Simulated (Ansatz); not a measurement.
# 1T-MnSTe monolayer in a perpendicular field, part 2 of 2

Aim: how the 1T-MnSTe monolayer screens a field along its normal, and what the field does to its bands. A positive field points along +c.

Ansatz 0.2.0; plane-wave DFT, PBE-D3(BJ), Ansatz PAW.

So far. Step 2 (Relaxation): The lattice constant a goes from 3.555 to 3.477 Å.

## (3) Single point, field 0

A sawtooth potential applies the field, turning back in the middle of the vacuum. With the dipole correction the typed value is the field outside the slab. The induced dipole is small, so the SCF threshold is tight.

The cell differs from the one that the last finished run ended in (c 36.561 → 20.931 Å).

File input.yaml:

```yaml
crystal:
  lattice:
    - [3.4768265835, 0.0, 0.0]
    - [-1.7384132917, 3.0110201458, 0.0]
    - [0.0, 0.0, 20.9314781468]
  atoms:
    - { symbol: Te, position: [0.6666666667, 0.3333333333, 0.4299744116], spin: -0.06 }
    - { symbol: Mn, position: [0.0, 0.0, 0.5144090261], spin: 2.73 }
    - { symbol: S, position: [0.3333333333, 0.6666666667, 0.5700255884] }
magnetization:
  spin_polarized: true
kpoints:
  mp_grid: { grid: [18, 18, 1] }
  band_path:
    path: [[0, 0, 0], [0.5, 0, 0], [0.33333333, 0.33333333, 0], [0, 0, 0]]
    npoints: 16
hamiltonian:
  xc: pbe
  dispersion: d3bj
scf:
  occupations: { method: fermi_dirac, width: 0.02585 }
  convergence: { dr2_threshold: 1.0e-10 }
efield:
  axis: 3
  dipole_correction: true
  ramp_position: 0.97
  ramp_width: 0.06
  amplitude: 0
output:
  dos: { projected: true, e_range: [-6, 5] }
  write_potential: true
  write_density: true
  volumetric_format: npy
  elf: true
```

Run with:

```
> ansatz run input.yaml --threads 2 --pin off --max-ram 3072MiB --backend cpu --events-out ev --progress --plain --runs-dir out
```

Numbers of over 12 decimals in the logs are rounded to 6 here.

Output:

```text
[...]
Crystal: 3 atoms, lattice volume = 219.127 Å³
Basis set: ecut = 420 eV, 4275 PW (Γ)
Bands: 24, of which v1, the nominal top of the filled ones, is band 19 counted from 1 (18 counted from 0)
Symmetry: 6 space group operations
k-points: 37 of 324 (time reversal used)
[...]
Starting moments: Σ|m| = 2.79 μB on 2 of 3 sites
[...]
SCF iter   1: F=—  HF=-11782.808060 eV  |F-HF|=—  |Δ(HF+E_count)|=         —  Δρ=2.11e-2 (↑1.60e-2 ↓2.11e-2)  dr2=3.03e0  dr2_m=4.76e-1  M=3.039 μB ∫|m|=3.426 μB  β_m=1.00  ethr=3.10e-3  p=0.000 e·Å  D=4.32e-7 V/Å  ΔV_dip=-0.00 eV  dr2_dipole=4.82e-1  V_vac-E_F(+/−)=5.74/5.74 eV  ⟨swp⟩=11.3  Hψ=11107  notcnv=0
[...]
efield: sawtooth ramp at fractional position 0.9700 (set: `efield.ramp_position`, or a place that a band, a saddle search or an elastic batch's reference lends), width 0.0600; the density the first Hamiltonian is built on has a dipole p = 0.000 e·Å; the dipole correction subtracts the counter field D = 4.32e-7 V/Å, which shifts the + side's vacuum level by -0.00 eV against the − side's; the planar-averaged density in the ramp window peaks in size at 3.2e-6 e/Å³
[...]
SCF iter   2: F=—  HF=-11782.633887 eV  |F-HF|=—  |Δ(HF+E_count)|=   1.74e-1  Δρ=8.26e-3 (↑6.70e-3 ↓8.26e-3)  dr2=1.16e0  dr2_m=4.26e-3  M=3.069 μB ∫|m|=3.494 μB  β_m=0.36  ethr=3.10e-3  p=-0.043 e·Å  D=-3.53e-2 V/Å  ΔV_dip=0.74 eV  dr2_dipole=1.58e-1  V_vac-E_F(+/−)=5.51/4.78 eV  ⟨swp⟩=2.8  Hψ=2855  notcnv=0  defer=74
density mixer auto → msr1: a metal under ldos (density of states about μ 0.87 of a free-electron gas's, 12 screened modes)
SCF iter   3: F=—  HF=-11782.570210 eV  |F-HF|=—  |Δ(HF+E_count)|=   6.37e-2  Δρ=7.84e-3 (↑7.84e-3 ↓5.20e-3)  dr2=1.83e-1  dr2_m=6.55e-2  M=3.047 μB ∫|m|=3.453 μB  β_m=0.64  ethr=3.10e-3  p=-0.071 e·Å  D=-5.85e-2 V/Å  ΔV_dip=1.22 eV  dr2_dipole=1.17e-2  V_vac-E_F(+/−)=5.46/4.23 eV  ⟨swp⟩=2.8  Hψ=2534  notcnv=0  defer=74
[...]
SCF iter  14: F=-11782.710652 eV  HF=-11782.710652 eV  |F-HF|=2.73e-11  |Δ(HF+E_count)|=  3.64e-12  Δρ=9.25e-9 (↑9.25e-9 ↓8.21e-9)  dr2=4.63e-13  dr2_m=1.10e-13  M=2.981 μB ∫|m|=3.288 μB  ethr=1.00e-12  p=-0.065 e·Å  D=-5.37e-2 V/Å  ΔV_dip=1.12 eV  dr2_dipole=4.70e-14  V_vac-E_F(+/−)=5.42/4.30 eV  ⟨swp⟩=6.6  Hψ=6123  notcnv=0
SCF 1 converged in 14 iterations: F = -11782.710652 eV  dr2 = 4.63e-13
[...]
NSCF: frozen V_eff on 49 k-points
efield: sawtooth ramp at fractional position 0.9700 (kept from the solve that this one continues, or follows in the run), width 0.0600; the density the first Hamiltonian is built on has a dipole p = -0.065 e·Å; the dipole correction subtracts the counter field D = -5.37e-2 V/Å, which shifts the + side's vacuum level by +1.12 eV against the − side's; the planar-averaged density in the ramp window peaks in size at 3.2e-6 e/Å³
SCF converged after 14 iterations
Magnetization: 2.9807 μB (19.9904 up, 17.0096 down)
Absolute magnetization: 3.2895 μB (∫|ρ↑−ρ↓|, with the PAW one-centre terms)
[...]
Per-site moments (μB) at R_I (Å): [(-0.060521, 1.103230), (2.767782, 0.957201), (0.00793138, 0.957201)]
Free energy (F): -11782.710652 eV
[...]
Internal energy: -11782.708336 eV  (E = F + TS)
E sigma→0 (E₀):  -11782.709494 eV
Entropy (-TS):   -0.002317 eV (-0.772 meV/atom)
Fermi energy:    -0.462162 eV
Dipole field:    D = -0.053715 V/Å  (p = -0.065048 e·Å, saw-weighted, corrected)
Work function:   Φ+ = 5.4238 eV   Φ− = 4.2994 eV
Levels:          The Fermi level and band energies are counted from a zero that moves with the ramp; work functions are not
[...]
--- Band table (eV; the first three rows and the last of 74) ---
  k-point 0 ↑: bands = [... 15 lower, -3.1616, -3.1616, -1.4939, 0.0198, 0.0198, 1.9621, 1.9621, 3.1442, ... 1 higher]
  k-point 1 ↑: bands = [... 15 lower, -3.1770, -3.1552, -1.5042, -0.1303, -0.0187, 1.6473, 1.8933, 3.2037, ... 1 higher]
  k-point 2 ↑: bands = [... 15 lower, -3.2177, -3.1140, -1.5653, -0.4818, -0.1378, 0.9567, 1.7234, 3.3702, ... 1 higher]
  k-point 36 ↓: bands = [... 15 lower, -3.0162, -2.8882, 0.2104, 0.2510, 0.2544, 1.0570, 1.8537, 4.5124, ... 1 higher]
```

The job ended after 20 s (2 threads of Intel Xeon 6975P-C (Granite Rapids), shared host; peak memory 0.8 GiB).

Numbers from this step:

- energy at zero smearing: -11782.7095 eV
- total moment: 2.981 μB
- site moments: -0.06052, 2.768, 0.007931 μB
- work function, upper face: 5.424 eV
- work function, lower face: 4.299 eV
- dipole along the normal: -0.06505 e·Å
- step between the vacuum levels: 1.124 eV

Running mean over a fixed 2.8 Å (it still follows the layers) of the planar mean; the ramp of the sawtooth is left out. Electron's electrostatic potential energy less the Fermi level against z:

| z (Å) | electron's electrostatic potential energy less the Fermi level (eV) |
| --- | --- |
| 2.91 | 4.30 |
| 3.34 | 4.30 |
| 3.78 | 4.30 |
| 4.07 | 4.30 |
| 4.51 | 4.30 |
| 4.94 | 4.29 |
| 5.38 | 4.28 |
| 5.81 | 4.24 |
| 6.11 | 4.17 |
| 6.54 | 3.86 |
| 6.98 | 2.90 |
| 7.41 | 1.73 |
| 7.85 | 0.941 |
| 8.29 | -0.338 |
| 8.58 | -1.26 |
| 9.01 | -2.67 |
| 9.45 | -4.34 |
| 9.88 | -5.35 |
| 10.32 | -6.34 |
| 10.61 | -7.03 |
| 11.05 | -7.22 |
| 11.48 | -6.42 |
| 11.92 | -4.69 |
| 12.36 | -2.34 |
| 12.65 | -0.797 |
| 13.08 | 1.38 |
| 13.52 | 3.32 |
| 13.95 | 4.74 |
| 14.39 | 5.25 |
| 14.83 | 5.38 |
| 15.12 | 5.41 |
| 15.55 | 5.42 |
| 15.99 | 5.42 |
| 16.43 | 5.42 |
| 16.86 | 5.42 |
| 17.15 | 5.42 |
| 17.59 | 5.42 |
| 18.02 | 5.42 |

The density of states has structure finer than the step of the table below, so its rows give means over 0.25 eV, whole bins alone (the curve runs from -6 to 1.99 eV). Peaks (eV: height): total -5.060: 7.51, -4.700: 7.20, -3.960: 8.95, -3.050: 14.6, 0.890: 7.30, 1.000: 8.80, 1.090: 8.51; up -5.060: 6.90, -3.960: 8.34, -2.860: 5.19, -2.610: 5.43, -2.280: 4.48, -2.140: 4.20, 1.090: 6.07; down -4.760: 3.68, -3.050: 12.4, -2.390: 2.49, 0.290: 4.99, 0.890: 7.09, 1.000: 7.50, 1.910: 3.00.

Table of density of states by energy, zero at the Fermi level; means over each step; values in states/eV a cell:

| energy (eV) | total | up | down |
| --- | --- | --- | --- |
| -5.75 | 0.962 | 0.548 | 0.413 |
| -5.50 | 1.41 | 0.946 | 0.462 |
| -5.25 | 1.93 | 1.30 | 0.628 |
| -5.00 | 3.42 | 2.40 | 1.03 |
| -4.75 | 3.83 | 1.42 | 2.40 |
| -4.50 | 2.05 | 0.908 | 1.14 |
| -4.25 | 2.16 | 1.59 | 0.569 |
| -4.00 | 5.37 | 4.46 | 0.910 |
| -3.75 | 1.04 | 0.535 | 0.503 |
| -3.50 | 1.99 | 0.229 | 1.76 |
| -3.25 | 3.71 | 1.24 | 2.48 |
| -3.00 | 5.80 | 2.82 | 2.99 |
| -2.75 | 2.81 | 2.55 | 0.266 |
| -2.50 | 3.45 | 2.02 | 1.42 |
| -2.25 | 3.81 | 2.52 | 1.29 |
| -2.00 | 3.09 | 1.80 | 1.29 |
| -1.75 | 2.57 | 1.09 | 1.48 |
| -1.50 | 2.78 | 1.55 | 1.22 |
| -1.25 | 2.22 | 1.51 | 0.707 |
| -1.00 | 1.43 | 1.01 | 0.418 |
| -0.75 | 0.954 | 0.633 | 0.321 |
| -0.50 | 0.888 | 0.624 | 0.264 |
| -0.25 | 0.963 | 0.748 | 0.214 |
| 0.00 | 1.32 | 0.874 | 0.446 |
| 0.25 | 3.30 | 0.857 | 2.45 |
| 0.50 | 2.52 | 1.45 | 1.07 |
| 0.75 | 3.07 | 0.815 | 2.25 |
| 1.00 | 5.83 | 1.89 | 3.93 |
| 1.25 | 2.13 | 0.891 | 1.24 |
| 1.50 | 1.53 | 0.792 | 0.737 |
| 1.75 | 1.70 | 0.375 | 1.32 |

Projected DOS per atom over height of the atomic layer and energy from the Fermi level. Layers: Te Mn S from below.

Ten even steps from '_' (0.22 states/eV) to '@' (2.74 states/eV), each cell a mean:
```
__--__
..::__
--@@..
..##__
..##..
__::__
______
______
....__
--::::
::::::
::**..
--**..
::%%::
::==++
____..
..##++
__....
--::++
--..--
..__..
______
```
Columns: height of the atomic layer (Å) from 9 to 11.9 (not evenly spaced); rows upwards: energy from the Fermi level (eV) from -5.96 to 1.96.

Projected DOS per atom, spin up over height of the atomic layer and energy from the Fermi level. Layers: Te Mn S from below.

Values in states/eV, 22 rows by 3 columns, each cell a mean:
```
0.22 0.06 0.05
0.42 0.19 0.17
0.67 0.54 0.41
0.28 0.30 0.23
0.33 0.43 0.45
0.20 0.31 0.34
0.19 0.19 0.26
0.23 0.17 0.22
0.35 0.35 0.42
0.44 0.62 0.51
0.27 0.64 0.32
0.31 1.68 0.31
0.60 1.55 0.19
0.66 1.91 0.22
0.26 0.56 0.20
0.09 0.16 0.08
0.43 2.07 1.28
0.12 0.43 0.28
0.39 0.51 0.48
0.70 0.59 0.85
0.28 0.30 0.38
0.19 0.15 0.16
```
Columns: height of the atomic layer (Å) from 9 to 11.9 (not evenly spaced); rows upwards: energy from the Fermi level (eV) from -5.96 to 1.96.

Projected DOS per atom, spin down over height of the atomic layer and energy from the Fermi level. Layers: Te Mn S from below.

Ten even steps from '0' (0.02 states/eV) to '9' (2.20 states/eV), each cell a mean:
```
041
030
190
080
070
010
000
000
000
211
311
211
201
013
236
002
002
100
314
101
100
000
```
Columns: height of the atomic layer (Å) from 9 to 11.9 (not evenly spaced); rows upwards: energy from the Fermi level (eV) from -5.96 to 1.96.

Deep bands are left out, so band numbers here count from the lowest band kept and differ from the log's. Electronic bands along the path, in eV, zero at the Fermi level; # counts the bands kept:

| point | up #8 | up #9 | up #10 | up #11 | down #5 | down #6 | down #7 | down #8 |
| --- | --- | --- | --- | --- | --- | --- | --- | --- |
| Γ | 0.48 | 0.48 | 2.42 | 2.42 | -0.04 | -0.04 | 0.91 | 0.91 |
| halfway | -0.99 | -0.32 | 0.35 | 1.74 | -1.61 | -0.88 | 0.19 | 0.97 |
| M | -1.84 | -1.50 | 0.89 | 1.48 | -2.49 | -1.30 | 0.03 | 0.80 |
| halfway | -2.13 | -1.41 | 0.22 | 1.08 | -2.49 | -2.29 | 0.38 | 0.82 |
| K | -1.91 | -1.64 | -0.23 | 1.11 | -2.55 | -2.43 | 0.67 | 0.71 |
| halfway | -1.48 | -0.54 | 0.49 | 0.91 | -1.73 | -1.56 | 0.36 | 0.80 |
| Γ | 0.48 | 0.48 | 2.42 | 2.42 | -0.04 | -0.04 | 0.91 | 0.91 |

Site moment by atom:

| atom | site moment (μB) |
| --- | --- |
| Te1 | -0.06 |
| Mn2 | 2.77 |
| S3 | 0.01 |

Spin density in the ca plane at fractional y = 0.000, with atoms of Mn within 0.2 Å of it.

Ten even steps from '0' (0.0 e/Å³) to '9' (4.3 e/Å³), each cell a mean:
```
00000000000000000000000166200000000000000000
00000000000000000000000011000000000000000000
00000000000000000000000000000000000000000000
00000000000000000000000000000000000000000000
00000000000000000000000000000000000000000000
00000000000000000000000000000000000000000000
00000000000000000000000000000000000000000000
00000000000000000000000033100000000000000000
00000000000000000000000399300000000000000000
```
Columns run along c (16.0 Å, from fractional 0.09 to 0.85 of the cell), rows up along a (3.5 Å). Atoms in or near the plane, at fractional coordinates: Mn at (0.51, 0.00).

ELF in the ca plane at fractional y = 0.000, with atoms of Mn within 0.2 Å of it. It is the smooth field of the valence electrons, not physical close to the nuclei.

Ten even steps from '0' (0.00) to '9' (0.85), each cell a mean:
```
00000000000000122226985111000000000000000000
00000000000012345422442232100000000000000000
00000000001246666652124676421000000000000000
00000000002478765663247888752100000000000000
00000000012578765563247888753100000000000000
00000000001367766663136887642000000000000000
00000000000124556642222454310000000000000000
00000000000001233324763121000000000000000000
00000000000000012127996210000000000000000000
```
Columns run along c (16.0 Å, from fractional 0.16 to 0.92 of the cell), rows up along a (3.5 Å). Atoms in or near the plane, at fractional coordinates: Mn at (0.51, 0.00).

Valence density in the ca plane at fractional y = 0.000, with atoms of Mn within 0.2 Å of it. It is the smooth field of the valence electrons, not physical close to the nuclei.

Ten steps, logarithmic in the rise over the least value, from '0' (0 e/Å³) to '9' (21 e/Å³), each cell a mean:
```
00000000000000000000112699621000000000000000
00000000000000000001112355321000000000000000
00000000000000000011221112221100000000000000
00000000000000000122221111222110000000000000
00000000000000000122221111222110000000000000
00000000000000000112221111222110000000000000
00000000000000000011111233211100000000000000
00000000000000000001112577521000000000000000
00000000000000000000113799731000000000000000
```
Columns run along c (16.0 Å, from fractional 0.09 to 0.85 of the cell), rows up along a (3.5 Å). Atoms in or near the plane, at fractional coordinates: Mn at (0.51, 0.00).

The work function of the upper face is 5.42 eV.

## (4) Atoms held, field 0.1 V/Å

Changes to input.yaml since step 3:

```diff
@@ -27,5 +27,4 @@
   ramp_width: 0.06
-  amplitude: 0
+  amplitude: 0.1
 output:
-  dos: { projected: true, e_range: [-6, 5] }
   write_potential: true
@@ -33,2 +32 @@
   volumetric_format: npy
-  elf: true
```

Output:

```text
[...]
Crystal: 3 atoms, lattice volume = 219.127 Å³
Basis set: ecut = 420 eV, 4275 PW (Γ)
Bands: 24, of which v1, the nominal top of the filled ones, is band 19 counted from 1 (18 counted from 0)
Symmetry: 6 space group operations
k-points: 37 of 324 (time reversal used)
[...]
Starting moments: Σ|m| = 2.79 μB on 2 of 3 sites
[...]
k-point 1 ↑: bands = [... 15 lower, -3.1925, -3.1723, -1.5111, -0.1425, -0.0312, 1.6287, 1.8747, 2.9908, ... 1 higher]
  k-point 2 ↑: bands = [... 15 lower, -3.2332, -3.1351, -1.5748, -0.4933, -0.1506, 0.9390, 1.7050, 3.1525, ... 1 higher]
  k-point 36 ↓: bands = [... 15 lower, -3.0392, -2.8948, 0.1951, 0.2336, 0.2365, 1.0427, 1.8388, 4.4785, ... 1 higher]
[key lines of the parts left out:]
SCF converged after 14 iterations
Magnetization: 2.9815 μB (19.9907 up, 17.0093 down)
Free energy (F): -11782.705690 eV
Fermi energy:    -0.475414 eV
Dipole field:    D = -0.028236 V/Å  (p = -0.034193 e·Å, saw-weighted, corrected)
```

Wall time 19 s (2 threads); peak memory 0.81 GiB; 37 s of CPU time.

The dipole is -0.0342 e·Å, 0.0309 e·Å from its value without field.

## (5) Single point, field -0.1 V/Å

Changes to input.yaml since step 4:

```diff
@@ -27,3 +27,3 @@
   ramp_width: 0.06
-  amplitude: 0.1
+  amplitude: -0.1
 output:
```

Output:

```text
[...]
Crystal: 3 atoms, lattice volume = 219.127 Å³
Basis set: ecut = 420 eV, 4275 PW (Γ)
Bands: 24, of which v1, the nominal top of the filled ones, is band 19 counted from 1 (18 counted from 0)
Symmetry: 6 space group operations
k-points: 37 of 324 (time reversal used)
[...]
Starting moments: Σ|m| = 2.79 μB on 2 of 3 sites
[...]
k-point 1 ↑: bands = [... 15 lower, -3.1625, -3.1389, -1.4984, -0.1192, -0.0072, 1.6648, 1.9110, 3.3829, ... 1 higher]
  k-point 2 ↑: bands = [... 15 lower, -3.2032, -3.0938, -1.5569, -0.4713, -0.1260, 0.9735, 1.7408, 3.5559, ... 1 higher]
  k-point 36 ↓: bands = [... 15 lower, -2.9941, -2.8826, 0.2246, 0.2673, 0.2713, 1.0703, 1.8675, 4.5447, ... 1 higher]
[key lines of the parts left out:]
SCF converged after 14 iterations
Magnetization: 2.9799 μB (19.9900 up, 17.0100 down)
Free energy (F): -11782.718698 eV
Fermi energy:    -0.449901 eV
Dipole field:    D = -0.079169 V/Å  (p = -0.095872 e·Å, saw-weighted, corrected)
```

Wall time 19 s (2 threads); peak memory 0.81 GiB.

The dipole is -0.0959 e·Å, -0.0308 e·Å from its value without field.

## (6) Response, atoms held

This step: plane-wave DFT, PBE-D3(BJ), Ansatz PAW; response to a field along the normal, atoms held (Ansatz 0.2.0).

The dipoles give the slope, and the difference of two potentials shows where the field is screened.

Numbers from this step:

| Item | Value |
| --- | --- |
| equivalent conductor thickness p/(ε₀AE) | 5.331 Å |
| distance between the outer atoms | 2.931 Å |

Table of dipole of the cell by applied field:

| applied field (V/Å) | dipole of the cell (e·Å) |
| --- | --- |
| -0.1000 | -0.0959 |
| 0.0000 | -0.0650 |
| 0.1000 | -0.0342 |

The total moment stays at 2.98 μB for applied field from -0.1 to 0.1 V/Å.

Local field over the applied field, running mean. From the potentials at -0.1 and 0.1 V/Å; running mean over 2.5 Å. Table of local field over applied field by z:

| z (Å) | local field over applied field |
| --- | --- |
| 4.07 | 0.999 |
| 4.36 | 0.997 |
| 4.80 | 0.993 |
| 5.09 | 0.988 |
| 5.52 | 0.972 |
| 5.81 | 0.953 |
| 6.11 | 0.921 |
| 6.54 | 0.840 |
| 6.83 | 0.762 |
| 7.12 | 0.669 |
| 7.56 | 0.517 |
| 7.85 | 0.415 |
| 8.29 | 0.267 |
| 8.58 | 0.179 |
| 8.87 | 0.109 |
| 9.30 | 0.0480 |
| 9.59 | 0.0302 |
| 9.88 | 0.0203 |
| 10.32 | 0.0142 |
| 10.61 | 0.0189 |
| 11.05 | 0.0413 |
| 11.34 | 0.0688 |
| 11.63 | 0.111 |
| 12.06 | 0.210 |
| 12.36 | 0.298 |
| 12.65 | 0.397 |
| 13.08 | 0.554 |
| 13.37 | 0.655 |
| 13.81 | 0.795 |
| 14.10 | 0.868 |
| 14.39 | 0.921 |
| 14.83 | 0.966 |
| 15.12 | 0.981 |
| 15.41 | 0.990 |
| 15.84 | 0.996 |
| 16.13 | 0.998 |
| 16.57 | 0.999 |
| 16.86 | 1.000 |

Electrons, planar mean, per unit field. Table of induced electron density by z:

| z (Å) | induced electron density (e/Å³ per V/Å) |
| --- | --- |
| 4.5 | 1.6e-5 |
| 5.0 | 4.6e-5 |
| 5.5 | 1.3e-4 |
| 6.0 | 3.3e-4 |
| 6.5 | 8.2e-4 |
| 7.0 | 0.00182 |
| 7.5 | 0.00316 |
| 8.0 | 0.00301 |
| 8.5 | 9.6e-4 |
| 9.0 | 6.8e-4 |
| 9.5 | 3.9e-4 |
| 10.0 | -5.4e-4 |
| 10.5 | -1.5e-4 |
| 11.0 | 2.0e-4 |
| 11.5 | -5.0e-4 |
| 12.0 | -9.5e-4 |
| 12.5 | -0.00268 |
| 13.0 | -0.00347 |
| 13.5 | -0.00201 |
| 14.0 | -8.4e-4 |
| 14.5 | -3.1e-4 |
| 15.0 | -1.1e-4 |
| 15.5 | -3.6e-5 |
| 16.0 | -1.1e-5 |
| 16.5 | -3.6e-6 |

By hand: between -0.1 and 0.1 V/Å the dipole changes by 0.06168 e·Å, a slope of 0.3084 e·Å²/V. A perfect conductor of thickness t has p = ε₀AEt, so t = 180.95 × 0.3084 / 10.469 = 5.33 Å (e/ε₀ = 180.95 V·Å, A in Å²).

The induced dipole is that of a conductor 5.33 Å thick.

## (7) Outcome

| Property | Result |
| --- | --- |
| gap without field | none |
| work function, upper face | 5.42 eV |
| step between the vacuum levels | 1.12 eV |
| equivalent conductor thickness, atoms held | 5.33 Å |

The induced dipole equals that of a perfect conductor 5.33 Å thick, while the outer atoms lie 2.93 Å apart. The two faces differ: the vacuum level above lies 1.12 eV higher than the one below. There is no gap over 0.03 eV, with or without the field. For an open d or f shell that can be the fault of a semilocal functional without a Hubbard term. The magnetic order is the one reached from the typed start; other orders were not compared. Spin-orbit coupling is left out, which matters for the bands of elements this heavy.

[Logs are printed without paths, hosts, clocks, repeated set-up lines and the standing remarks that a program may print on its own settings, such as how far it seeks lower states.]

[Hosts, paths, dates, database ids (printed as entryN), source tags and the programs' standing remarks are cut or masked in the printed files.]

[Maps of the electrostatic potential energy from Ansatz leave out the sawtooth potential of an applied field or a dipole correction, so their vacuum need not be flat; planar profiles and work functions include it.]

[The density of states shown here was stored with 400 of the rows of the run's finer table, so its peaks can read low, often by over a quarter, or be missed, and its means over a window can be off by a tenth or more.]
